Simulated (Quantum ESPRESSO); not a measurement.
MnO2: single point with PBEsol

Crystal: MnO2.

```xyz
3
Lattice="1.4284 0.8247 4.5839 -1.4284 0.8247 4.5839 0.0000 -1.6494 4.5839" Properties=species:S:1:pos:R:3 pbc="T T T"
Mn   -0.0293    0.0660    0.0392
O     0.0063   -0.0513   10.0836
O     0.0105   -0.0221    3.6554
```

The cell comes from a database or a generator and needn't be the stable form of this composition.

The cell isn't the ideal one: atoms moved at random, drawn with an rms of 0.05 Å.

```json
{"Program": "Quantum ESPRESSO 7.5", "Task": "single point", "Functional": "PBEsol", "Potentials or basis": "GBRV 1.5 PBEsol", "Cutoff": "612 eV", "Density cutoff": "4898 eV", "k mesh": "11 × 11 × 11", "Occupations": "fermi-dirac, width 0.05 eV", "Spin": "collinear spin, ferromagnetic start", "Starting moments": "[4.0, 0.0, 0.0] μB"}
```

* Pressure: 4.5 GPa
* Largest force: 2.095 eV/Å
* Band gap on the k mesh: 0.64 eV, indirect (least direct gap 0.64 eV)
* Net moment: 3.00 μB per cell
* Absolute moment: 3.06 μB per cell
* Site moments: Mn +2.40; O +0.06, +0.04 μB
* Valence electrons inside the program's atomic spheres: Mn 11.40; O 4.97, 4.93

Forces in eV/Å, atoms in the order of the input:
```
Mn   0.632 -1.491 -1.329
O   -0.442  1.025  1.250
O   -0.191  0.466  0.079
```

Stress tensor (GPa, compression positive):
```
 5.26 -0.95 -1.00
-0.95  2.48  2.18
-1.00  2.18  5.64
```

Levels at points of the mesh, in eV from the valence-band top:
Spin up:
```csv
k point,band 13,band 14,band 15,band 16,band 17,band 18
"(0.00, 0.00, 0.00)",-1.31,-1.14,-0.25,2.79,2.92,6.86
```
Spin down:
```
           k point  band 9  band 10  band 11  band 12  band 13  band 14  band 15  band 16
(0.00, 0.00, 0.00)   -5.38    -1.78    -1.69    -1.30     0.80     0.96     2.46     4.30
```

It took 11 min on 2 MPI ranks on Arm Neoverse V2, on a shared host, peak memory 0.78 GiB a rank.

Caveat: an odd mesh through Γ misses points on the zone boundary, where band edges often lie; a cell with one magnetic atom can't hold antiferromagnetic order, which such compounds often take.
